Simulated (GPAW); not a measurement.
# AlNi3 (Pm-3m) in GPAW: reference runs

Aim: a first look at AlNi3 with PBE, on the cell as given.

Program: GPAW 26.7.0. These are calculated values, not measurements. Logs are shortened: lines on timing, memory, paths and dates and some standing lists are left out, and cuts for length are marked. The log counts tension as positive stress, the text compression.

## Step 1: Starting point

The structure is cubic, space group Pm-3m (No. 221). Conventional cell: a = 3.523 Å, b = 3.523 Å, c = 3.523 Å, α = 90.00°, β = 90.00°, γ = 90.00°. Around Ni (site symmetry 4/mmm) lie 8 Ni at 2.49 Å and 4 Al at 2.49 Å. Around Al (site symmetry m-3m) lie 12 Ni at 2.49 Å.

The cell is a database's computed one.

## Step 2: Single point, PBE, collinear spin, ferromagnetic start

run.py

```python
from ase import Atoms
from ase.dft.bandgap import bandgap
from ase.io import write
from ase.units import Bohr, GPa
from gpaw import GPAW, PW
from gpaw.elf import elf_from_dft_calculation

atoms = Atoms(['Ni', 'Ni', 'Ni', 'Al'],
              cell=[[3.5230547267, 0.0, 0.0],
                    [0.0, 3.5230547267, 0.0],
                    [0.0, 0.0, 3.5230547267]],
              scaled_positions=[[0.5, 0.5, 0.0],
                                [0.5, 0.0, 0.5],
                                [0.0, 0.5, 0.5],
                                [0.0, 0.0, 0.0]],
              pbc=True)
atoms.set_initial_magnetic_moments([1.0, 1.0, 1.0, 0.0])

calc = GPAW(mode=PW(600),
            xc='PBE',
            kpts={'size': (8, 8, 8), 'gamma': True},
            occupations={'name': 'fermi-dirac', 'width': 0.05},
            nbands=45,
            convergence={'density': 1e-05, 'energy': 1e-05},
            maxiter=150,
            txt='gpaw.txt')
atoms.calc = calc
energy = atoms.get_potential_energy()
forces = atoms.get_forces()
stress = atoms.get_stress()
calc.write('gs.gpw')
write('result.traj', atoms)
print(f'Energy: {energy:.6f} eV')
print('Forces (eV/A):')
print(forces.round(4))
print('Stress (GPa):', (stress / GPa).round(3))
print('Moments:', calc.get_magnetic_moments().round(3))
print('Fermi level:', round(calc.get_fermi_level(), 4), 'eV')
print(f'Gap: {bandgap(calc)[0]:.4f} eV, direct: {bandgap(calc, direct=True)[0]:.4f} eV')

# fields on the real-space grid
write('density.cube', atoms, data=calc.get_pseudo_density() * Bohr**3)
write('potential.cube', atoms, data=calc.get_electrostatic_potential())
write('spin.cube', atoms, data=(calc.get_pseudo_density(spin=0) - calc.get_pseudo_density(spin=1)) * Bohr**3)
write('elf.cube', atoms, data=elf_from_dft_calculation(calc).data)
```

Potentials or basis: GPAW PAW data sets (gpaw-data 1.2.1), pw.

On the command line:

```sh
$ OMP_NUM_THREADS=1 python run.py
```

gpaw.txt:

```text
__  _  _
 | _ |_)|_||  |
 |__||  | ||/\| - 26.7.0

Input parameters:
  mode=PW(ecut=600.0),
  convergence={'density': 1e-05, 'energy': 1e-05},
  kpts=MonkhorstPack(size=(8, 8, 8), gamma=True),
  maxiter=150,
  nbands=45,
  occupations=Occupations(name='fermi-dirac', width=0.05),
  xc=XC(name='PBE')

Diagonalizing LCAO Hamiltonian
Converting LCAO to pw mode
   .--------.
  /|        |
 * |        |
 |Ni        |
 | .-Ni-----.
 |/   Ni   /
 Al-------*

Atoms  # Å, Bohr magnetons
|   | symbol |        x |        y |        z |    initial magnetic moments |
|---|--------|----------|----------|----------|-----------------------------|
| 0 |     Ni | 1.761527 | 1.761527 | 0.000000 | ( 0.0000,  0.0000,  1.0000) |
| 1 |     Ni | 1.761527 | 0.000000 | 1.761527 | ( 0.0000,  0.0000,  1.0000) |
| 2 |     Ni | 0.000000 | 1.761527 | 1.761527 | ( 0.0000,  0.0000,  1.0000) |
| 3 |     Al | 0.000000 | 0.000000 | 0.000000 | ( 0.0000,  0.0000,  0.0000) |

Unit cell  # Å
| periodic |        x |        y |        z |  lengths |    angles |
|----------|----------|----------|----------|----------|-----------|
|      yes | 3.523055 | 0.000000 | 0.000000 | 3.523055 | 90.000000 |
|      yes | 0.000000 | 3.523055 | 0.000000 | 3.523055 | 90.000000 |
|      yes | 0.000000 | 0.000000 | 3.523055 | 3.523055 | 90.000000 |

Number of symmetries: 48
Symmetry operations  # r_c * U_cc + t_c -> r_c
|    | kind |            matrix            |
|----|------|------------------------------|
|  0 |  E   |  1, 0, 0,  0, 1, 0,  0, 0, 1 |
|  1 |  σ   |  1, 0, 0,  0, 1, 0,  0, 0,-1 |
|  2 |  σ   |  1, 0, 0,  0, 0, 1,  0, 1, 0 |
|  3 |  C4  |  1, 0, 0,  0, 0, 1,  0,-1, 0 |
|  4 |  C4  |  1, 0, 0,  0, 0,-1,  0, 1, 0 |
|  5 |  σ   |  1, 0, 0,  0, 0,-1,  0,-1, 0 |
|  6 |  σ   |  1, 0, 0,  0,-1, 0,  0, 0, 1 |
|  7 |  C2  |  1, 0, 0,  0,-1, 0,  0, 0,-1 |
|  8 |  σ   |  0, 1, 0,  1, 0, 0,  0, 0, 1 |
|  9 |  C2  |  0, 1, 0,  1, 0, 0,  0, 0,-1 |
| 10 |  C3  |  0, 1, 0,  0, 0, 1,  1, 0, 0 |
| 11 |  S6  |  0, 1, 0,  0, 0, 1, -1, 0, 0 |
| 12 |  S6  |  0, 1, 0,  0, 0,-1,  1, 0, 0 |
| 13 |  C3  |  0, 1, 0,  0, 0,-1, -1, 0, 0 |
| 14 |  C4  |  0, 1, 0, -1, 0, 0,  0, 0, 1 |
| 15 |  S4  |  0, 1, 0, -1, 0, 0,  0, 0,-1 |
| 16 |  C3  |  0, 0, 1,  1, 0, 0,  0, 1, 0 |
| 17 |  S6  |  0, 0, 1,  1, 0, 0,  0,-1, 0 |
| 18 |  σ   |  0, 0, 1,  0, 1, 0,  1, 0, 0 |
| 19 |  C4  |  0, 0, 1,  0, 1, 0, -1, 0, 0 |
| 20 |  C2  |  0, 0, 1,  0,-1, 0,  1, 0, 0 |
| 21 |  S4  |  0, 0, 1,  0,-1, 0, -1, 0, 0 |
| 22 |  S6  |  0, 0, 1, -1, 0, 0,  0, 1, 0 |
| 23 |  C3  |  0, 0, 1, -1, 0, 0,  0,-1, 0 |
| 24 |  S6  |  0, 0,-1,  1, 0, 0,  0, 1, 0 |
| 25 |  C3  |  0, 0,-1,  1, 0, 0,  0,-1, 0 |
| 26 |  C4  |  0, 0,-1,  0, 1, 0,  1, 0, 0 |
| 27 |  σ   |  0, 0,-1,  0, 1, 0, -1, 0, 0 |
| 28 |  S4  |  0, 0,-1,  0,-1, 0,  1, 0, 0 |
| 29 |  C2  |  0, 0,-1,  0,-1, 0, -1, 0, 0 |
| 30 |  C3  |  0, 0,-1, -1, 0, 0,  0, 1, 0 |
| 31 |  S6  |  0, 0,-1, -1, 0, 0,  0,-1, 0 |
| 32 |  C4  |  0,-1, 0,  1, 0, 0,  0, 0, 1 |
| 33 |  S4  |  0,-1, 0,  1, 0, 0,  0, 0,-1 |
| 34 |  S6  |  0,-1, 0,  0, 0, 1,  1, 0, 0 |
| 35 |  C3  |  0,-1, 0,  0, 0, 1, -1, 0, 0 |
| 36 |  C3  |  0,-1, 0,  0, 0,-1,  1, 0, 0 |
| 37 |  S6  |  0,-1, 0,  0, 0,-1, -1, 0, 0 |
[... 105 lines left out ...]
    Using partial waves for Al as LCAO basis

Reference energy: -130707.418607  # eV

eigensolver:
  PPCG
  Converge bands: occupied
  niter=2

density mixing:
  MSR1-Mixer
  Pratt-step length: 0.05
  Maximum mixing coefficient: 0.75
  Old densities: 10
  SVD Regularization: 0.005
  Good broyden scale: 1.0
  Trust region scale: 1.0
  Backstep threshold: 4.0
  History deletion threshold: 6.0
  Fourier metric: weight=20.0, sigma=0.015

occupation numbers:
  Fermi-Dirac:
    width: 0.0500  # eV

poisson solver:
  ecut: 4800.0  # eV

xc functional:
  name: PBE with 2 nearest neighbor stencil

convergence criteria:
- Maximum integral of absolute [dens]ity change: 1e-05 electrons / valence electron
- Maximum [total energy] change in last 3 cyles: 1e-05 eV / valence electron
- Maximum integral of absolute [eigenst]ate change: 4e-08 eV^2 / valence electron
maximum number of iterations: 150

SCF iterations
|iter     | |      energy | eigst |  dens |  magmom |
|---------|-|-------------|-------|-------|---------|
|iter:   1| |  -26.736681 | +0.63 |       |  +3.0047|
|iter:   2| |  -26.862743 | -1.35 | -1.15 |  +2.9039|
|iter:   3| |  -27.051554 | -2.70 | -1.23 |  +2.3672|
|iter:   4| |  -27.203353 | -2.59 | -1.34 |  +1.5691|
|iter:   5| |  -27.274940 | -2.75 | -1.74 |  +0.9996|
|iter:   6| |  -27.279194 | -3.95 | -2.20 |  +0.7528|
|iter:   7| |  -27.279756 | -5.17 | -2.61 |  +0.7351|
|iter:   8| |  -27.279800 | -5.22 | -2.85 |  +0.7258|
|iter:   9| |  -27.279564c| -5.85 | -3.17 |  +0.7228|
|iter:  10| |  -27.279533c| -7.41c| -4.07 |  +0.7211|
|iter:  11| |  -27.279515c| -8.05c| -4.47 |  +0.7200|
|iter:  12| |  -27.279504c| -7.72c| -4.92 |  +0.7194|
|iter:  13| |  -27.279500c| -8.23c| -5.38c|  +0.7192|

Converged in 13 steps
Energy contributions relative to reference atoms: (reference = -130707.418607)

Energy contributions:
  Kinetic:          29.659533
  Coulomb:         -20.207945
  Zero:              0.251256
  External:          0.000000
  Xc:              -36.968440
  Entropy:          -0.027809
  Spinorbit:         0.000000
  ----------------------------
  Free energy:     -27.293405
  Extrapolated:    -27.279500

dipole moment: (-13.223893, -13.223893, -13.223893)  # |e|*Ang

Total magnetic moment: (0.000000, 0.000000, 0.719175)

Local magnetic moments
|        x |        y |         z |
|----------|----------|-----------|
| 0.000000 | 0.000000 |  0.266271 |  # Ni   0
| 0.000000 | 0.000000 |  0.266271 |  # Ni   1
| 0.000000 | 0.000000 |  0.266271 |  # Ni   2
| 0.000000 | 0.000000 | -0.013269 |  # Al   3

Fermi level: 8.988
Eigenvalues  # (at kpt = [0.000, 0.000, 0.000])
| band index |      eig [eV] | occ [0-1] |      eig [eV] | occ [0-1] |
|------------|---------------|-----------|---------------|-----------|
|          0 |       -54.697 |     1.000 |       -54.372 |     1.000 |
|        ... |               |           |               |           |
|         15 |         5.501 |     1.000 |         5.790 |     1.000 |
|         16 |         7.541 |     1.000 |         7.768 |     1.000 |
|         17 |         7.541 |     1.000 |         7.768 |     1.000 |
|         18 |         7.541 |     1.000 |         7.768 |     1.000 |
|         19 |         8.411 |     1.000 |         8.588 |     1.000 |
|         20 |         8.411 |     1.000 |         8.588 |     1.000 |
[... 8 lines left out ...]
|         29 |        15.761 |     0.000 |        15.861 |     0.000 |
|         30 |        16.628 |     0.000 |        16.681 |     0.000 |
|        ... |               |           |               |           |
|         44 |        35.105 |     0.000 |        35.095 |     0.000 |

No gap
No difference between direct/indirect transitions

Forces  # eV/Ang
|       x |        y |        z |
|---------|----------|----------|
| 0.00000 | -0.00000 |  0.00000 |  # Ni   0
| 0.00000 | -0.00000 | -0.00000 |  # Ni   1
| 0.00000 | -0.00000 |  0.00000 |  # Ni   2
| 0.00000 | -0.00000 |  0.00000 |  # Al   3

Stress tensor  # eV/Ang^3
|         x |         y |         z |
|-----------|-----------|-----------|
| -0.056185 |  0.000000 |  0.000000 |
|  0.000000 | -0.056185 |  0.000000 |
|  0.000000 |  0.000000 | -0.056185 |

# Writing to gs.gpw (mode='')
```

stdout:

```text
Energy: -27.279500 eV
Forces (eV/A):
[[ 0. -0.  0.]
 [ 0. -0. -0.]
 [ 0. -0.  0.]
 [ 0. -0.  0.]]
Stress (GPa): [-9.002 -9.002 -9.002  0.     0.     0.   ]
Moments: [ 0.266  0.266  0.266 -0.013]
Fermi level: 8.9879 eV
Gap: 0.0000 eV, direct: 0.0000 eV
```

It took 82 s on 1 thread of Arm Neoverse V2, shared host; peak memory 0.23 GiB.

What came out:

* Free energy: -27.2934 eV
* Pressure: 9.0 GPa
* Band gap on the k mesh: none (metal or under the smearing width)
* Net moment: 0.72 μB per cell
* Site moments: Ni +0.27; Al -0.01 μB

Caveat: the stock nickel data set gives pressures a few GPa off other programs.

## Step 3: Equation of state, PBE, collinear spin, ferromagnetic start

run.py

```python
from ase import Atoms
from ase.eos import EquationOfState
from ase.io import Trajectory
from ase.units import GPa
from gpaw import GPAW, PW

atoms = Atoms(['Ni', 'Ni', 'Ni', 'Al'],
              cell=[[3.5230547267, 0.0, 0.0],
                    [0.0, 3.5230547267, 0.0],
                    [0.0, 0.0, 3.5230547267]],
              scaled_positions=[[0.5, 0.5, 0.0],
                                [0.5, 0.0, 0.5],
                                [0.0, 0.5, 0.5],
                                [0.0, 0.0, 0.0]],
              pbc=True)
atoms.set_initial_magnetic_moments([1.0, 1.0, 1.0, 0.0])

traj = Trajectory('eos.traj', 'w')
volumes, energies = [], []
for x in [0.94, 0.96, 0.98, 1.0, 1.02, 1.04, 1.06]:
    a = atoms.copy()
    a.set_cell(atoms.cell * x**(1 / 3), scale_atoms=True)
    calc = GPAW(mode=PW(600),
                xc='PBE',
                kpts={'size': (8, 8, 8), 'gamma': True},
                occupations={'name': 'fermi-dirac', 'width': 0.05},
                nbands=45,
                convergence={'density': 1e-05, 'energy': 1e-05},
                maxiter=150,
                txt=f'eos-{x:.2f}.txt')
    a.calc = calc
    energies.append(a.get_potential_energy(force_consistent=True))
    volumes.append(a.get_volume())
    p = -a.get_stress()[:3].mean() / GPa
    calc.write(f'eos-{x:.2f}.gpw')
    traj.write(a)
    print(f'{x:.2f} {volumes[-1]:10.4f} A^3 {energies[-1]:14.6f} eV {p:9.3f} GPa', flush=True)

v0, e0, B = EquationOfState(volumes, energies, eos='birchmurnaghan').fit()
print(f'V0 = {v0:.4f} A^3, E0 = {e0:.6f} eV, B0 = {B / GPa:.2f} GPa')
```

Potentials or basis: GPAW PAW data sets (gpaw-data 1.2.1), pw.

On the command line:

```sh
$ OMP_NUM_THREADS=1 python run.py
```

Wall time 11 min (1 thread of Arm Neoverse V2, shared host); peak memory 0.48 GiB.

It converged, with:

```
Equilibrium volume                      : 11.42 Å³/atom
Bulk modulus                            : 186 GPa
Pressure derivative of the bulk modulus : 4.6
```

Energy against volume, from the lowest point:
```csv
volume (Å³/atom),energy (meV/atom)
10.276,81.29
10.495,51.18
10.713,28.74
10.932,13.20
11.151,3.81
11.369,0.00
11.588,1.17
```

Caveat: the stock nickel data set gives pressures a few GPa off other programs.
